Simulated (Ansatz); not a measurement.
Crystal: GaSb.

```xyz
2
Lattice="-1.5559 2.6750 2.8933 1.5559 -2.6750 2.8933 1.5559 2.6750 -2.8933" Properties=species:S:1:pos:R:3 pbc="T T T"
Sb    0.0000    0.0000    2.8933
Ga    0.0000    0.0000    0.0000
```

Measurements of this composition are mostly on another form, of space group No. 216.

* Program: Ansatz 0.2.0
* Task: relaxation of cell and atoms
* Functional: B3LYP
* Potentials or basis: Ansatz PAW
* Cutoff: 420 eV (not typed: the program's choice for these potentials)
* k mesh: 5 × 5 × 5
* Occupations: fermi-dirac, width 0.05 eV
* Spin: no spin polarisation

At the start: volume 24.08 Å³/atom.

Problem. How do energy, volume and symmetry change on relaxing?

Solution. It ends after 14 steps and the volume is 25.31 Å³/atom (+5.1 %); space group Immm (No. 71, to 0.05 Å).

Step by step:
```
step  energy change (eV)  largest force (eV/Å)  volume (Å³)
   1              0.0000                0.0000        48.17
   2             -0.0419                0.0000        50.96
   3             -0.0606                0.0000        50.75
   4             -0.1012                0.0000        50.75
   5             -0.1472                0.0000        49.42
   6             -0.1552                0.0000        49.45
   7             -0.1701                0.0000        50.22
   8             -0.1730                0.0000        50.35
   9             -0.1734                0.0000        50.41
  10             -0.1734                0.0000        50.41
  11             -0.1779                0.0000        50.41
  12             -0.1783                0.0000        50.56
  13             -0.1783                0.0000        50.61
  14             -0.1783                0.0000        50.61
```

Final structure:
```
CELL_PARAMETERS angstrom
-1.80058 2.37456 2.95941
1.80058 -2.37456 2.95941
1.80058 2.37456 -2.95941
ATOMIC_POSITIONS crystal
Sb 0.50000 0.50000 0.00000
Ga 0.00000 0.00000 0.00000
```

Caveat: the k mesh is coarse (spacing up to 0.47 Å⁻¹), so the values aren't converged, least of all with exact exchange; the plane-wave basis is chosen anew once the cell has moved, so the energies of steps on either side of that aren't comparable; the PAW data sets come from PBE, with cores solved anew for the run's functional, which leaves a small shift of forces and pressure.
